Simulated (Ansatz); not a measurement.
## The stack of 1T-PbBrI under In2Se2, shifted by a third of the diagonal between two gates

Aim: screening and gap of the neutral stack of 1T-PbBrI under In2Se2, shifted by a third of the diagonal between oppositely charged gates.

Method: plane-wave DFT, PBE-D3(BJ), Ansatz PAW, in Ansatz 0.2.0.

This is a report of a sequence of runs, with most program output left out.

### 1. The starting structure

The cell holds 7 atoms: 1 I, 1 Pb, 1 Br, 2 Se and 2 In. Its edges and angles: a = 4.138 Å, b = 4.138 Å, c = 52.581 Å, α = 90.0°, β = 90.0°, γ = 120.0°. Regions: layer 1: 1T-PbBrI, 3 atoms (1 I, 1 Pb and 1 Br); layer 2: In2Se2, 4 atoms (2 Se and 2 In). Vacuum lies along c.

### 2. Relaxation

The starting cell is a guess, so the in-plane lattice and the atoms are relaxed first, with the slab cut off from its images along the normal.

File input.yaml:

```yaml
crystal:
  lattice:
    - [4.1382105, 0.0, 0.0]
    - [-2.06910525, 3.5837954192, 0.0]
    - [0.0, 0.0, 52.580770494]
  atoms:
    - { symbol: I, position: [0.6666666667, 0.3333333333, 0.3974837151] }
    - { symbol: Pb, position: [0.0, 0.0, 0.4250657469] }
    - { symbol: Br, position: [0.3333333333, 0.6666666667, 0.4447987507] }
    - { symbol: Se, position: [0.6666666667, 0.3333333333, 0.5047065834] }
    - { symbol: In, position: [0.3333333333, 0.6666666667, 0.5266053636] }
    - { symbol: In, position: [0.3333333333, 0.6666666667, 0.5806175048] }
    - { symbol: Se, position: [0.6666666667, 0.3333333333, 0.6025162849] }
  periodic: [true, true, false]
kpoints:
  mp_grid: { grid: [12, 12, 1] }
hamiltonian:
  xc: pbe
  dispersion: d3bj
scf:
  occupations: { method: fermi_dirac, width: 0.05 }
  convergence: { dr2_threshold: 1.0e-09 }
relax:
  f_tol: 0.004
  max_steps: 90
  cell: {}
output:
  write_potential: true
  write_density: true
  volumetric_format: npy
```

Command:

```
$ ansatz run input.yaml --threads 4 --pin off --max-ram 12288MiB --backend cpu --events-out ev --progress --plain --runs-dir out
```

The job ended after 5.4 min (4 threads of Arm Neoverse V1, shared host; peak memory 1.8 GiB).

Relaxation path:

```tsv
step	energy less that of the first step (eV)	largest force component (eV/Å)	volume (Å³)
1	0.0000	4.9741	779.80
2	-1.6974	3.1658	792.39
3	-2.6746	1.6809	800.53
4	-3.0817	0.6683	804.02
5	-3.1883	0.2073	803.56
6	-3.2246	0.1549	795.85
7	-3.2326	0.0332	791.50
8	-3.2336	0.0182	788.07
9	-3.2337	0.0031	788.19
10	-3.2337	0.0014	787.95
11*	-3.2341	0.0015	787.95
```

Relaxation steps marked * repeat the geometry before them on a plane-wave basis chosen anew for their cell, so energy and pressure can jump there.

The run keeps the 6 symmetry operations that it works with, so distortions that break them were not tested.

```tsv
cell as run	before	after	change
a (Å)	4.138	4.160	+0.5 %
b (Å)	4.138	4.160	+0.5 %
```

The atoms that moved most (Å, along periodic axes as changes of fractional coordinates times the final cell, across vacuum about the mean position):

```tsv
atom	dx	dy	dz	length
I1	0.000	0.000	-1.089	1.089
Pb2	0.000	0.000	-0.425	0.425
Br3	0.000	0.000	0.362	0.362
Se7	0.000	0.000	0.338	0.338
In5	0.000	0.000	0.306	0.306
In6	0.000	0.000	0.269	0.269
Se4	0.000	0.000	0.240	0.240
```

The lattice constant a goes from 4.138 to 4.160 Å.

### 3. Gated layer, displacement field 0, start network

The slab is cut off from its images along the normal. Two sheets of opposite charge stand for the gates, so the stack stays neutral in a displacement field; barriers ahead of the sheets keep electrons from leaking to them. The uncharged case sets the zero.

The cell differs from the one that the last finished run ended in (c 52.581 → 53.007 Å).

File input.yaml:

```yaml
crystal:
  lattice:
    - [4.1597952776, 0.0, 0.0]
    - [-2.0798976388, 3.6024883849, 0.0]
    - [0.0, 0.0, 53.0070997267]
  atoms:
    - { symbol: I, position: [0.6666666667, 0.3333333333, 0.3848541064] }
    - { symbol: Pb, position: [0.0, 0.0, 0.4247420912] }
    - { symbol: Br, position: [0.3333333333, 0.6666666667, 0.4591518115] }
    - { symbol: Se, position: [0.6666666667, 0.3333333333, 0.5162750412] }
    - { symbol: In, position: [0.3333333333, 0.6666666667, 0.5392506816] }
    - { symbol: In, position: [0.3333333333, 0.6666666667, 0.5921270918] }
    - { symbol: Se, position: [0.6666666667, 0.3333333333, 0.6151458936] }
  periodic: [true, true, false]
  symmetry: { detect: true }
kpoints:
  mp_grid: { grid: [24, 24, 1] }
  band_path:
    path: [[0, 0, 0], [0.5, 0, 0], [0.33333333, 0.33333333, 0], [0, 0, 0]]
    npoints: 16
hamiltonian:
  xc: pbe
  dispersion: d3bj
scf:
  occupations: { method: fermi_dirac, width: 0.02585 }
  convergence: { dr2_threshold: 1.0e-10 }
output:
  forces: true
  eigenvalues: true
  dos: { projected: true, e_range: [-3, 3], de: 0.01 }
  write_potential: true
  write_density: true
  volumetric_format: npy
  elf: true
external_charges:
  - { charge: 0, barrier: 10, axis: 3, height: 37.107, sigma: 0.25 }
  - { charge: 0, barrier: 10, axis: 3, height: 15.9, sigma: 0.25 }
```

Wall time 3.1 min (4 threads); peak memory 3 GiB; 12 min of CPU time.

Numbers from this step:

| Property | Result |
| --- | --- |
| gap on the k-mesh | 1.093 eV |
| gap along the path | 1.093 eV |
| smallest direct gap along the path | 1.123 eV |
| gap, the smaller of path and mesh | 1.093 eV |
| potential beyond the upper barrier and gate, less the barrier, from the Fermi level | 5.158 eV |

Running mean over a fixed 2.5 Å (it still follows the layers) of the planar mean; beyond a gate it holds the 10 eV model barrier. Electron's electrostatic potential energy less the Fermi level against z:

z (Å), electron's electrostatic potential energy less the Fermi level (eV) and a bar from the least value:
```
        4       14.7 #############################
        5       14.7 #############################
        6       14.7 #############################
        7       14.7 #############################
        8       14.7 #############################
        9       14.7 #############################
       10       14.7 #############################
       11       14.7 #############################
       12       14.7 #############################
       13       14.7 #############################
       14       14.7 #############################
       15       13.3 ###########################
       16        9.3 ######################
       17        5.5 ################
       18        4.5 ###############
       19        2.5 ############
       20        0.0 ########
       21       -2.5 #####
       22       -4.8 #
       23       -5.7 
       24       -4.1 ##
       25       -0.8 #######
       26        1.7 ###########
       27       -1.0 #######
       28       -4.5 ##
       29       -3.0 ####
       30       -1.3 ######
       31       -3.1 ####
       32       -4.4 ##
       33       -0.8 #######
       34        3.1 #############
       35        5.0 ###############
       36        5.9 #################
       37        9.7 ######################
       38       13.7 ############################
       39       15.2 ##############################
       40       15.2 ##############################
       41       15.2 ##############################
       42       15.2 ##############################
       43       15.2 ##############################
       44       15.2 ##############################
       45       15.2 ##############################
       46       15.2 ##############################
       47       15.2 ##############################
       48       15.2 ##############################
       49       15.2 ##############################
```

The density of states has structure finer than the step of the table below, so its rows give means over 0.2 eV, whole bins alone (the curve runs from -3 to 2.5 eV). Peaks (eV: height): -2.97: 14.1, -2.91: 21.4, -2.43: 9.90, -2.16: 17.4, -1.87: 14.0, 1.77: 12.7, 1.95: 10.6.

Density of states against energy, zero at the Fermi level of the run, which the smearing sets inside the gap; means over each step:

```tsv
energy (eV)	density of states (states/eV a cell)
-2.8	7.87
-2.6	7.32
-2.4	7.98
-2.2	10.1
-2.0	7.94
-1.8	7.59
-1.6	6.08
-1.4	3.25
-1.2	1.31
-1.0	1.28
-0.8	1.49
-0.6	1.49
-0.4	0
-0.2	0
0.0	0
0.2	0
0.4	4.4e-5
0.6	0.131
0.8	0.188
1.0	0.242
1.2	0.382
1.4	2.70
1.6	5.73
1.8	8.17
2.0	7.22
2.2	5.13
2.4	3.68
```

Projected DOS per atom over height of the atomic layer and energy from the Fermi level. Layers: I Pb Br Se In In Se from below.

Ten even steps from '0' (0.00 states/eV) to '9' (3.37 states/eV), each cell a mean:
```
0400220
0401221
1712332
1412322
0100111
0000000
0000000
0000000
0000000
0000000
0000000
0000000
0001001
0001001
0001001
1011101
4013113
8134004
6028118
4016116
4024115
9092113
```
Columns: height of the atomic layer (Å) from 20.4 to 32.6 (not evenly spaced); rows upwards: energy from the Fermi level (eV) from -2.98 to 2.47.

The electronic bands at the labelled points (eV, zero at the Fermi level of the run, which the smearing sets inside the gap):

```tsv
point	band 45	band 46	band 47	band 48	band 49	band 50	band 51	band 52
Γ	-1.55	-1.45	-1.45	-0.62	0.50	1.62	1.68	2.80
halfway	-1.95	-1.90	-1.68	-0.79	1.58	1.73	2.03	2.83
M	-2.32	-2.18	-2.05	-1.62	1.28	1.41	1.62	2.63
halfway	-2.63	-2.14	-1.86	-1.65	1.65	1.89	2.03	2.38
K	-2.42	-1.99	-1.97	-1.80	1.77	1.92	2.10	2.30
halfway	-2.32	-2.16	-1.56	-0.87	1.93	1.95	2.40	2.58
Γ	-1.55	-1.45	-1.45	-0.62	0.50	1.62	1.68	2.80
```

Valence density in the ca plane at fractional y = 0.333, with atoms of I and Se within 0.2 Å of it. It is the smooth field of the valence electrons, not physical close to the nuclei.

Ten steps, logarithmic in the rise over the least value, from '0' (0 e/Å³) to '9' (33 e/Å³), each cell a mean:
```
00000112111000000000000001111100000000111110
00001234321000000000000012332100000000123431
00001367742100000000000125874210000000137862
00001378742100000000000136995210000000148973
00001357632100000000000125774210000000136752
00001233321000000000000012332100000000123321
00000111110000000000000001111100000000111110
00000000000000000110000000000000000000000000
00000000000011111111000000000000000000000000
00000000000011111111000000000000000000000000
00000000000000000000000000000000000000000000
```
Columns run along c (16.0 Å, from fractional 0.34 to 0.64 of the cell), rows up along a (4.2 Å). Atoms in or near the plane, at fractional coordinates: I at (0.38, 0.67), Se at (0.52, 0.67), Se at (0.62, 0.67).

Electrostatic potential energy in the ca plane at fractional y = 0.333, with atoms of I and Se within 0.2 Å of it. With pseudopotentials it is smooth inside the atoms' cores, unlike the true potential.

Ten even steps from '0' (-24 eV) to '9' (0 eV), each cell a mean:
```
53468877888999999987567888899888876578999999
00016888889999999861002789999998720015899999
58503788899999999721330489999998502311799999
79812788899999999712540389999998404530799999
37404888899999999820220589999998502212899999
00026888889999999862003789999998741026899999
65578877788899999987667788899888876678999999
88888766678888999999887777888877778899999999
99988765677778999999887667888876678899999999
99988765677778999999887667888876678899999999
88888766778888999999887777888877778899999999
```
Columns run along c (16.0 Å, from fractional 0.38 to 0.68 of the cell; values clipped at the 3rd and 97th percentile), rows up along a (4.2 Å). Atoms in or near the plane, at fractional coordinates: I at (0.38, 0.67), Se at (0.52, 0.67), Se at (0.62, 0.67).

ELF in the ca plane at fractional y = 0.333, with atoms of I and Se within 0.2 Å of it. It is the smooth field of the valence electrons, not physical close to the nuclei.

Ten even steps from '0' (0.00) to '9' (0.87), each cell a mean:
```
88875211111344200478887532111123578888752100
76677520000111002799888752100025788899975210
42367630000000005998458863000036885489986310
34257731000000016997227863000036873269997420
53467630000000005998558863000026886589986310
76777411000111002799888752100124788899874210
88875222112454200367877532111123467877642100
66532223223677520023443222333322234443210000
11111233224788740000112223344332221100000000
11111233224788730001122222344332222110000000
77642222223677510024554222333322235543210000
```
Columns run along c (16.0 Å, from fractional 0.38 to 0.68 of the cell), rows up along a (4.2 Å). Atoms in or near the plane, at fractional coordinates: I at (0.38, 0.67), Se at (0.52, 0.67), Se at (0.62, 0.67).

The gap, the smaller of path and mesh, is 1.093 eV.

### 4. Gated layer, displacement field 0.543 V/nm

input.yaml: that of step 3 with these lines changed.

```diff
@@ -29,3 +29,2 @@
   eigenvalues: true
-  dos: { projected: true, e_range: [-3, 3], de: 0.01 }
   write_potential: true
@@ -33,5 +32,6 @@
   volumetric_format: npy
-  elf: true
 external_charges:
   - { charge: 0, barrier: 10, axis: 3, height: 37.107, sigma: 0.25 }
+  - { charge: -0.004496, axis: 3, height: 38.607, sigma: 0.5 }
   - { charge: 0, barrier: 10, axis: 3, height: 15.9, sigma: 0.25 }
+  - { charge: 0.004496, axis: 3, height: 14.4, sigma: 0.5 }
```

The job ended after 3.1 min (4 threads; peak memory 2.6 GiB; 12 min of CPU time).

This step gave:

```
smallest direct gap along the path                                                  : 1.121 eV
potential beyond the upper barrier and gate, less the barrier, from the Fermi level : 5.435 eV
```

The electronic bands at the labelled points (eV, zero at the Fermi level of the run, which the smearing sets inside the gap):

```tsv
point	band 45	band 46	band 47	band 48	band 49	band 50	band 51	band 52
Γ	-1.55	-1.45	-1.45	-0.62	0.50	1.58	1.66	2.74
halfway	-2.00	-1.91	-1.75	-0.79	1.55	1.70	2.02	2.76
M	-2.32	-2.24	-2.07	-1.62	1.27	1.40	1.59	2.57
halfway	-2.65	-2.17	-1.90	-1.65	1.60	1.88	2.01	2.32
K	-2.42	-2.06	-1.97	-1.80	1.71	1.93	2.03	2.30
halfway	-2.32	-2.18	-1.63	-0.87	1.88	1.94	2.37	2.55
Γ	-1.55	-1.45	-1.45	-0.62	0.50	1.58	1.66	2.74
```

The gap, the smaller of path and mesh, is 1.093 eV.

### 5. Gated layer, displacement field 1.09 V/nm

input.yaml: that of step 4 with these lines changed.

```diff
@@ -34,4 +34,4 @@
   - { charge: 0, barrier: 10, axis: 3, height: 37.107, sigma: 0.25 }
-  - { charge: -0.004496, axis: 3, height: 38.607, sigma: 0.5 }
+  - { charge: -0.008991, axis: 3, height: 38.607, sigma: 0.5 }
   - { charge: 0, barrier: 10, axis: 3, height: 15.9, sigma: 0.25 }
-  - { charge: 0.004496, axis: 3, height: 14.4, sigma: 0.5 }
+  - { charge: 0.008991, axis: 3, height: 14.4, sigma: 0.5 }
```

The job ended after 3.2 min (4 threads; peak memory 2.6 GiB).

The gap, the smaller of path and mesh, is 1.092 eV.

### 6. Gated layer, displacement field 2.17 V/nm

input.yaml: that of step 5 with these lines changed.

```diff
@@ -29,2 +29,3 @@
   eigenvalues: true
+  dos: { projected: true, e_range: [-3, 3], de: 0.01 }
   write_potential: true
@@ -32,6 +33,7 @@
   volumetric_format: npy
+  elf: true
 external_charges:
   - { charge: 0, barrier: 10, axis: 3, height: 37.107, sigma: 0.25 }
-  - { charge: -0.008991, axis: 3, height: 38.607, sigma: 0.5 }
+  - { charge: -0.017983, axis: 3, height: 38.607, sigma: 0.5 }
   - { charge: 0, barrier: 10, axis: 3, height: 15.9, sigma: 0.25 }
-  - { charge: 0.008991, axis: 3, height: 14.4, sigma: 0.5 }
+  - { charge: 0.017983, axis: 3, height: 14.4, sigma: 0.5 }
```

Wall time 3.3 min (4 threads); peak memory 3 GiB.

The gap, the smaller of path and mesh, is 1.090 eV.

### 7. Gated layer, displacement field 4.34 V/nm

input.yaml: that of step 6 with these lines changed.

```diff
@@ -36,4 +36,4 @@
   - { charge: 0, barrier: 10, axis: 3, height: 37.107, sigma: 0.25 }
-  - { charge: -0.017983, axis: 3, height: 38.607, sigma: 0.5 }
+  - { charge: -0.035965, axis: 3, height: 38.607, sigma: 0.5 }
   - { charge: 0, barrier: 10, axis: 3, height: 15.9, sigma: 0.25 }
-  - { charge: 0.017983, axis: 3, height: 14.4, sigma: 0.5 }
+  - { charge: 0.035965, axis: 3, height: 14.4, sigma: 0.5 }
```

The job ended after 3.3 min (4 threads; peak memory 3 GiB).

The gap, the smaller of path and mesh, is 1.081 eV.

### 8. The series together

This step: plane-wave DFT, PBE-D3(BJ), Ansatz PAW; response to a displacement field between two gates (Ansatz 0.2.0).

The potential behind each gate is read from every run and counted from the uncharged case.

Numbers from this step:

```
electrostatic distance between the gates : 11.27 Å
geometric distance between the gates     : 24.21 Å
```

Electron's potential behind the upper gate less behind the lower, less the value without field. The step of the electron's potential energy between the gates by displacement field D/eps0:

```tsv
displacement field D/eps0 (V/nm)	step of the electron's potential energy between the gates (eV)
0.00	0
0.54	0.613
1.09	1.23
2.17	2.45
4.34	4.89
```

The smaller of the gaps on the path and on the k-mesh, counted as 0 under 0.03 eV. Gap against displacement field D/eps0:

```tsv
displacement field D/eps0 (V/nm)	gap (eV)
0.00	1.09
0.54	1.09
1.09	1.09
2.17	1.09
4.34	1.08
```

By hand: 4.34 V/nm over the 24.21 Å between the sheets would give 10.51 V in vacuum; the run has 4.89 V, as over 11.27 Å.

### 9. Varying the input

This step: plane-wave DFT, PBE-D3(BJ), Ansatz PAW (Ansatz 0.2.0).

A run with a changed input: it repeats the earlier run at 0.543 V/nm with scf.n_extra_bands to 16 and crystal.symmetry from detect: true to detect: false.

input.yaml: that of step 7 with these lines changed.

```diff
@@ -14,3 +14,3 @@
   periodic: [true, true, false]
-  symmetry: { detect: true }
+  symmetry: { detect: false }
 kpoints:
@@ -26,2 +26,3 @@
   convergence: { dr2_threshold: 1.0e-10 }
+  n_extra_bands: 16
 output:
@@ -29,3 +30,2 @@
   eigenvalues: true
-  dos: { projected: true, e_range: [-3, 3], de: 0.01 }
   write_potential: true
@@ -33,7 +33,6 @@
   volumetric_format: npy
-  elf: true
 external_charges:
   - { charge: 0, barrier: 10, axis: 3, height: 37.107, sigma: 0.25 }
-  - { charge: -0.035965, axis: 3, height: 38.607, sigma: 0.5 }
+  - { charge: -0.004496, axis: 3, height: 38.607, sigma: 0.5 }
   - { charge: 0, barrier: 10, axis: 3, height: 15.9, sigma: 0.25 }
-  - { charge: 0.035965, axis: 3, height: 14.4, sigma: 0.5 }
+  - { charge: 0.004496, axis: 3, height: 14.4, sigma: 0.5 }
```

Run time: 15 min. Hardware: 4 threads; peak memory 8.4 GiB; 59 min of CPU time.

This step gave:

| Property | Result |
| --- | --- |
| gap on the k-mesh | 1.093 eV |
| gap along the path | 1.093 eV |
| smallest direct gap along the path | 1.121 eV |
| gap, the smaller of path and mesh | 1.093 eV |
| potential beyond the upper barrier and gate, less the barrier, from the Fermi level | 5.435 eV |

The electronic bands at the labelled points (eV, zero at the Fermi level of the run, which the smearing sets inside the gap):

(Unchanged from step 4.)

```tsv
quantity	this run	earlier run	difference
gap along the path (eV)	1.093	1.093	0
smallest direct gap along the path (eV)	1.121	1.121	1.0e-6
gap on the k-mesh (eV)	1.093	1.093	-2.4e-8
potential beyond the upper barrier and gate, less the barrier, from the Fermi level (eV)	5.435	5.435	0
```

Nothing in the table moves by 0.01 in its unit. The run took 17 SCF cycles against 16.

On this path the gap is indirect, 1.09 eV, with the valence top between Γ and M and the conduction bottom at Γ. The least direct gap is 1.12 eV.

### 10. Varying the input

An input spoilt on purpose, to show how the run answers: it repeats the earlier run at 0.543 V/nm with basis.ecutwfc to 30, and scf.max_iter set to 50.

input.yaml: that of step 9 with these lines changed.

```diff
@@ -14,3 +14,3 @@
   periodic: [true, true, false]
-  symmetry: { detect: false }
+  symmetry: { detect: true }
 kpoints:
@@ -26,3 +26,3 @@
   convergence: { dr2_threshold: 1.0e-10 }
-  n_extra_bands: 16
+  max_iter: 50
 output:
@@ -38 +38,3 @@
   - { charge: 0.004496, axis: 3, height: 14.4, sigma: 0.5 }
+basis:
+  ecutwfc: 30
```

It took 13 s on 4 threads; peak memory 0.43 GiB; 48 s of CPU time.

```tsv
quantity	this run	earlier run	difference
potential beyond the upper barrier and gate, less the barrier, from the Fermi level (eV)	23.30	5.435	18
```

It moves by +17.9 eV.

The fault (a cutoff far too low) shows in the results, which are not taken further.

### 11. What came out

```json
{"gap with uncharged gates": "1.09 eV", "electrostatic distance between the gates": "11.3 Å", "geometric distance between the gates": "24.2 Å", "gap at 4.34 V/nm": "1.08 eV"}
```

What this shows: The gap goes from 1.09 to 1.08 eV at 4.3 V/nm. The layers screen the field: the voltage is that of a vacuum gap 12.9 Å narrower than the real distance. The gates are charged sheets behind model barriers, not atoms. Gaps are the smaller of those on the path and on the mesh; band edges between these points would make them smaller still. Spin-orbit coupling is left out, which matters for the bands of elements this heavy.

[Logs are printed without paths, hosts, clocks, repeated set-up lines and the standing remarks that a program may print on its own settings, such as how far it seeks lower states.]

[Hosts, paths, dates, database ids (printed as entryN), source tags and the programs' standing remarks are cut or masked in the printed files.]

[Maps of the electrostatic potential energy from Ansatz leave out the sawtooth potential of an applied field or a dipole correction, so their vacuum need not be flat; planar profiles and work functions include it.]
